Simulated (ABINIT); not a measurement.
# CdS (Hawleyite) (F-43m) in ABINIT: further runs, part 2 of 2

ABINIT 10.8.3 (patched build). Earlier steps stand in the parts before.

## (4) Band structure, r2SCAN

Input file run.abi:

```
# Datasets: ground state, then fixed potential
ndtset 2

# Pseudopotentials
pp_dirpath "./"
pseudos "Cd.GGA_PBE-JTH.xml, S.GGA_PBE-JTH.xml"

# Structure
acell 4.1245538547 4.1245538547 4.1245538547 Angstrom
rprim
     0.0000000000     0.7071067812     0.7071067812
     0.7071067812     0.0000000000     0.7071067812
     0.7071067812     0.7071067812     0.0000000000
ntypat 2
znucl 48 16
natom 2
typat 1 2
xred
     0.0000000000     0.0000000000     0.0000000000
     0.7500000000     0.7500000000     0.7500000000

# Plane-wave basis
ecut 24.0
pawecutdg 46.0

# Exchange and correlation
ixc -497498
usekden 1
pawxcdev 0

# Bands and occupations
occopt 3
tsmear 0.05 eV

# SCF cycle
nstep 100

# Output
iomode 3
prtwf 0
prteig 0
prtebands 0
enunit 1
prtden1 1
prtkden1 1

# Dataset 1
kptopt1 1
ngkpt1 8 8 8
nshiftk1 1
shiftk1 0.0 0.0 0.0
nband1 13
tolvrs1 1.0e-7

# Dataset 2: bands along G-X-W-K-G-L-U-W-L-K
iscf2 -2
getden2 1
getkden2 1
nband2 17
nbdbuf2 2
tolwfr2 1.0e-12
kptopt2 -9
ndivsm2 6
prteig2 1
prtvol2 -3
kptbounds2
     0.0000000000     0.0000000000     0.0000000000
     0.5000000000     0.0000000000     0.5000000000
     0.5000000000     0.2500000000     0.7500000000
     0.3750000000     0.3750000000     0.7500000000
     0.0000000000     0.0000000000     0.0000000000
     0.5000000000     0.5000000000     0.5000000000
     0.6250000000     0.2500000000     0.6250000000
     0.5000000000     0.2500000000     0.7500000000
     0.5000000000     0.5000000000     0.5000000000
     0.3750000000     0.3750000000     0.7500000000
```

Potentials or basis: JTH PAW PBE v2.0.

Run with:

```console
abinit run.abi > log 2>&1
```

run.abo:

```text
.Version 10.8.3 of ABINIT
 DATASET    1 : space group F-4 3 m (#216); Bravais cF (face-center cubic)
================================================================================
 Values of the parameters that define the memory need for DATASET  1.
     intxc =       0    ionmov =       0      iscf =      17    lmnmax =      18
     lnmax =       6     mgfft =      36  mpssoang =       3    mqgrid =    3001
     natom =       2  nloc_mem =       2    nspden =       1   nspinor =       1
    nsppol =       1      nsym =      24    n1xccc =       1    ntypat =       2
    occopt =       3   xclevel =       2
       mpw =        1895          nfft =       46656          nkpt =          29
 PAW method is used; the additional fine FFT grid is defined by:
   mgfftf=        48    nfftf =    110592
================================================================================
================================================================================

 DATASET    2 : space group F-4 3 m (#216); Bravais cF (face-center cubic)
================================================================================
 Values of the parameters that define the memory need for DATASET  2.
     intxc =       0    ionmov =       0      iscf =      -2    lmnmax =      18
     lnmax =       6     mgfft =      36  mpssoang =       3    mqgrid =    3001
     natom =       2  nloc_mem =       2    nspden =       1   nspinor =       1
    nsppol =       1      nsym =      24    n1xccc =       1    ntypat =       2
    occopt =       3   xclevel =       2
[... 1110 lines left out ...]
 kpt#   4, nband= 17, wtk=  1.00000, kpt=  0.0882  0.0000  0.0882 (reduced coord)
  -9.51080   -4.62832   -4.62826   -4.62826   -4.14282   -4.12754    2.74721    3.15799
   3.15799    5.54305    9.98394   10.62282   10.62282   12.20797   14.22553   15.32437
  16.00016
 kpt#   5, nband= 17, wtk=  1.00000, kpt=  0.1176  0.0000  0.1176 (reduced coord)
[... 381 lines left out ...]
   2.03294    8.10828    9.44811   11.63523   12.12848   12.23764   14.12781   15.63636
  17.61722
 kpt# 101, nband= 17, wtk=  1.00000, kpt=  0.4000  0.4000  0.7000 (reduced coord)
  -9.01587   -4.45101   -4.37815   -4.20243   -4.09887   -3.57405   -0.67112    0.82785
   1.93003    8.08388    9.40174   11.82020   12.24088   12.42310   13.82823   15.62653
  17.95101
 kpt# 102, nband= 17, wtk=  1.00000, kpt=  0.3875  0.3875  0.7250 (reduced coord)
  -9.00394   -4.44152   -4.35868   -4.21613   -4.09455   -3.55575   -0.63775    0.73378
   1.83809    8.01137    9.32097   12.05090   12.25737   12.69195   13.61391   15.68721
  18.12887
 kpt# 103, nband= 17, wtk=  1.00000, kpt=  0.3750  0.3750  0.7500 (reduced coord)
  -8.99672   -4.43421   -4.34459   -4.22926   -4.08840   -3.55210   -0.63074    0.73345
   1.76201    7.92729    9.19683   12.17210   12.32901   12.91360   13.56778   15.82761
  18.07738

== END DATASET(S) ==============================================================
================================================================================

 -outvars: echo values of variables after computation  --------
            acell      7.7942771769E+00  7.7942771769E+00  7.7942771769E+00 Bohr
           etotal1    -3.7013758590E+01
            fcart1    -1.2214010699E-29  3.0535026747E-30  1.2214010699E-29
                       1.2214010699E-29 -3.0535026747E-30 -1.2214010699E-29
            rprim      0.0000000000E+00  7.0710678120E-01  7.0710678120E-01
                       7.0710678120E-01  0.0000000000E+00  7.0710678120E-01
                       7.0710678120E-01  7.0710678120E-01  0.0000000000E+00
           strten1    -4.7986578001E-05 -4.7986578001E-05 -4.7986578001E-05
                       0.0000000000E+00  0.0000000000E+00  0.0000000000E+00
           xangst      0.0000000000E+00  0.0000000000E+00  0.0000000000E+00
                       4.3747500001E+00  4.3747500001E+00  4.3747500001E+00
             xred      0.0000000000E+00  0.0000000000E+00  0.0000000000E+00
                       7.5000000000E-01  7.5000000000E-01  7.5000000000E-01
 Calculation completed.
```

Run time: 8.8 min. Hardware: 1 thread of Arm Neoverse V2, shared host; peak memory 0.18 GiB.

What came out:

```yaml
Free_energy: -1007.1957 eV
Pressure: 1.4 GPa
Band_gap_on_the_k_mesh: 1.56 eV, direct
Band_gap_along_the_path: 1.56 eV, direct
Valence_electrons_inside_the_program's_atomic_spheres: Cd 10.46; S 3.59
```

Levels at the corners of the path, in eV from the valence-band top:
```csv
point,band 7,band 8,band 9,band 10,band 11,band 12
Γ,0.00,0.00,0.00,1.56,7.06,7.06
X,-3.98,-1.93,-1.93,3.85,4.76,8.88
W,-3.92,-2.32,-2.25,5.73,5.93,7.78
K,-3.96,-2.60,-1.57,4.60,5.87,8.84
Γ,0.00,0.00,0.00,1.56,7.06,7.06
L,-4.47,-0.77,-0.77,3.46,7.47,7.47
U,-3.96,-2.60,-1.57,4.60,5.87,8.84
W,-3.92,-2.32,-2.25,5.73,5.93,7.78
L,-4.47,-0.77,-0.77,3.46,7.47,7.47
K,-3.96,-2.60,-1.57,4.60,5.87,8.84
```

Caveat: the PAW data sets were made with another functional, which shifts forces and pressure a little. r2SCAN opens gaps a little over a GGA but as a rule still falls short of measured ones.

## (5) Overview

```tsv
task	level	cutoff (eV)	fine-grid cutoff	gap on the mesh (eV)
equation of state	PBE+D3	544	1088.46 eV	-
band structure	WC	544	1088.46 eV	0.96
band structure	r2SCAN	653	1251.72 eV	1.56
```

Alike in all rows: potentials or basis JTH PAW PBE v2.0; no spin polarisation; cell as given; k mesh 8 × 8 × 8; smearing fermi-dirac 0.05 eV.

Caveats: the PAW data sets were made with another functional, which shifts forces and pressure a little (some runs); pressures at fixed basis lie under the slope of the energies (some runs).

Total energies depend on the potentials used, so only differences within one code and one set of settings carry meaning.
